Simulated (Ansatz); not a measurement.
## Moving the functional in Eu2O3

The cell as given:

```
Eu O
1.0
     3.78830    0.00000    0.00000
    -1.89415    3.28076    0.00000
     0.00000    0.00000    5.82084
Eu O
2 3
Direct
  0.33333 0.66667 0.24244
  0.66667 0.33333 0.75756
  0.33333 0.66667 0.65110
  0.66667 0.33333 0.34890
  0.00000 0.00000 0.00000
```

The cell comes from a database or a generator and needn't be the stable form of this composition.

Kept alike: task relaxation of cell and atoms; k mesh 8 × 8 × 5; occupations fermi-dirac, width 0.05 eV; collinear spin, ferromagnetic start. Program: Ansatz, Ansatz PAW. Cutoffs run from 420 to 500 eV. The mesh is that of the run's cell of 5 atoms. No spin-orbit coupling.

| run | volume (Å³/atom) | first edge of the run's cell (Å) | third edge of the run's cell (Å) | largest site moment (μB) |
| --- | --- | --- | --- | --- |
| A | 14.345 | 3.766 | 5.841 | 5.95 |
| B | 14.002 | 3.731 | 5.808 | 5.95 |
| C | 13.536 | 3.697 | 5.718 | 5.92 |

The relaxations keep at least the cell's symmetry (P-3m1). Relaxations stop with a little pressure left, so the last digits of a volume or edge aren't settled. Ansatz's relaxations hold a Pulay term in the stress (up to 0.7 GPa here). The runs hold the magnetic state that their start led to, which needn't be the lowest. Site moments count inside each atom's sphere or projector. All rows use potentials made for PBE.

The runs differ in the functional (and the cutoff that goes with it) alone: LDA; PBEsol; r2SCAN. Which run is which?

Run A is r2SCAN; run B is PBEsol; run C is LDA. The volume runs from 13.536 (LDA) to 14.345 Å³/atom (r2SCAN). The first edge of the run's cell runs from 3.697 (LDA) to 3.766 Å (r2SCAN). The third edge of the run's cell runs from 5.718 (LDA) to 5.841 Å (r2SCAN). The largest site moment runs from 5.92 (LDA) to 5.95 μB (PBEsol; r2SCAN).
